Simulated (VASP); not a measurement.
# Settings for Sb: relaxation of the cell

Sb, P-1 (no. 2), 2 atoms in the cell. PBE, relaxation of the cell; PAW potentials Sb (PBE set). VASP 6.6.1.

Wanted: cell lengths a, b, c within 0.2 %; volume within 0.4 %.

The series start from Relaxations run in a row: 2; Cutoff ENCUT (eV): 250; Force threshold EDIFFG (eV/Å): -0.01; Relaxation method: conjugate gradient, POTIM 0.5; Precision mode: Accurate. Each series keeps the choices made before it, and each single choice may use up half of a tolerance. Times cover all steps of a run.

## Relaxations run in a row

| Relaxations run in a row | Cell lengths a, b, c, largest deviation against the largest value | Volume (Å³/atom) | Time (s) |
|---|---|---|---|
| 1 | 0 % | 31.86 | 64 |
| 2 | 0 % | 31.86 | 67 |
| 3 (reference) | 0 % | 31.86 | 91 |

Chosen: 1, the loosest value from which every tighter one stays within half of the tolerance.

## Cutoff ENCUT (eV)

| Cutoff ENCUT (eV) | Cell lengths a, b, c, largest deviation against the largest value | Volume (Å³/atom) | Time (s) |
|---|---|---|---|
| 200 | 0.12 % | 31.8 | 43 |
| 250 | 0.023 % | 31.86 | 64 |
| 300 | 0.0074 % | 31.87 | 107 |
| 350 (reference) | 0 % | 31.87 | 117 |

Chosen: 250.

## Force threshold EDIFFG (eV/Å)

| Force threshold EDIFFG (eV/Å) | Cell lengths a, b, c, largest deviation against the largest value | Volume (Å³/atom) | Time (s) |
|---|---|---|---|
| -0.05 | 0.53 % | 31.84 | 35 |
| -0.02 | 0.53 % | 31.84 | 48 |
| -0.01 | 0.073 % | 31.86 | 64 |
| -0.005 | 0.073 % | 31.86 | 62 |
| -0.002 (reference) | 0 % | 31.86 | 103 |

Chosen: -0.01.

## Relaxation method

| Relaxation method | Cell lengths a, b, c, largest deviation against the largest value | Volume (Å³/atom) | Time (s) |
|---|---|---|---|
| conjugate gradient, POTIM 0.5 | 0 % | 31.86 | 64 |
| conjugate gradient, POTIM 0.2 | 0.018 % | 31.86 | 85 |
| conjugate gradient, POTIM 1.0 | 0.047 % | 31.87 | 78 |
| quasi-Newton, POTIM 0.5 | 0.14 % | 31.85 | 56 |
| quasi-Newton, POTIM 0.5, at least 5 electronic steps | 0.14 % | 31.85 | 52 |
| velocity quench, POTIM 0.1 | 0.29 % | 31.83 | 50 |

Chosen: conjugate gradient, POTIM 0.5; no other choice that stays within half of the tolerance saves 30 % of the time.

## Precision mode

| Precision mode | Cell lengths a, b, c, largest deviation against the largest value | Volume (Å³/atom) | Time (s) |
|---|---|---|---|
| Accurate | 0 % | 31.86 | 64 |
| Normal | 0.0048 % | 31.86 | 58 |
| High | 0.00044 % | 31.86 | 77 |

Chosen: Accurate.

## All choices together

| Input | Cell lengths a, b, c, largest deviation against the largest value | Volume (Å³/atom) | Time (s) |
|---|---|---|---|
| EDIFF and PREC left to the program (naive) | 0.076 % | 31.85 | 93 |
| chosen settings | 0.054 % | 31.86 | 64 |
| reference settings throughout | 0 % | 31.86 | 185 |

The tolerance is met.

Values of the reference run: Cell lengths a, b, c: 4.591, 4.591, 4.591 Å.

## The input

INCAR.step1:
```
SYSTEM = Sb
  PREC = Accurate
  ENCUT = 250
  EDIFF = 1E-7
  ISMEAR = 1
  SIGMA = 0.1
  LREAL = .FALSE.
  LASPH = .TRUE.
  NELM = 100
  ALGO = Normal
  LWAVE = .FALSE.
  LCHARG = .FALSE.
  IBRION = 2
  NSW = 60
  ISIF = 3
  EDIFFG = -0.01
  POTIM = 0.5
  KPAR = 4
```

INCAR.step2, as INCAR.step1 but for:
```
- IBRION = 2
- NSW = 60
- ISIF = 3
- EDIFFG = -0.01
- POTIM = 0.5
+ NSW = 0
+ ISIF = 2
```

KPOINTS:
```
k-points
0
Gamma
  8 8 8
```

POSCAR.step1:
```
Sb
1.0
    2.1971470000      1.2991740000      3.8535640000
   -2.2139700000      1.3118670000      3.8590080000
    0.0025800000     -2.5401740000      3.8328320000
Sb
2
Direct
    0.7727660000      0.7595090000      0.7667210000
    0.2272340000      0.2404910000      0.2332790000
```

POSCAR.step2:
```
Sb
1.0
    2.1923241999      1.2661037141      3.8334177962
   -2.1892507121      1.2648427684      3.8318318875
    0.0005134045     -2.5291261916      3.8322221778
Sb
2
Direct
    0.7673806897      0.7671845386      0.7672090490
    0.2326193103      0.2328154614      0.2327909510
```

Commands (each step's output is kept before the next begins):
```
cat potpaw_PBE.64/Sb/POTCAR > POTCAR
cp INCAR.step1 INCAR
cp POSCAR.step1 POSCAR
mpirun -np 4 vasp_std > vasp.out
cp CONTCAR POSCAR
cp INCAR.step2 INCAR
cp POSCAR.step2 POSCAR
mpirun -np 4 vasp_std > vasp.out
```

The naive input happens to agree within the tolerance here, in 93 s.

Limits: the start was distorted on purpose (volume up by 6 %, random strain, atoms moved at random), so the space group given is the start's and not the crystal's.

The chosen input took VASP 6.6.1 64 s on 4 cores (Intel Xeon Platinum 8488C (Sapphire Rapids)), a shared host.

## An input that fails: cell kept fixed (ISIF = 2) though it was to relax

It runs to its end, but against the unchanged starting input it is off by 1 % in the cell lengths a, b, c, 2.5 % in the volume.

Changes against the starting input:
```
- ISIF = 3
+ ISIF = 2
(POSCAR.step3)
-    2.1923241999      1.2661037141      3.8334177962
-   -2.1892507121      1.2648427684      3.8318318875
-    0.0005134045     -2.5291261916      3.8322221778
+    2.1971470000      1.2991740000      3.8535640000
+   -2.2139700000      1.3118670000      3.8590080000
+    0.0025800000     -2.5401740000      3.8328320000
-    0.7673806897      0.7671845386      0.7672090490
-    0.2326193103      0.2328154614      0.2327909510
+    0.7699602767      0.7707511665      0.7640381671
+    0.2300397233      0.2292488335      0.2359618329
```
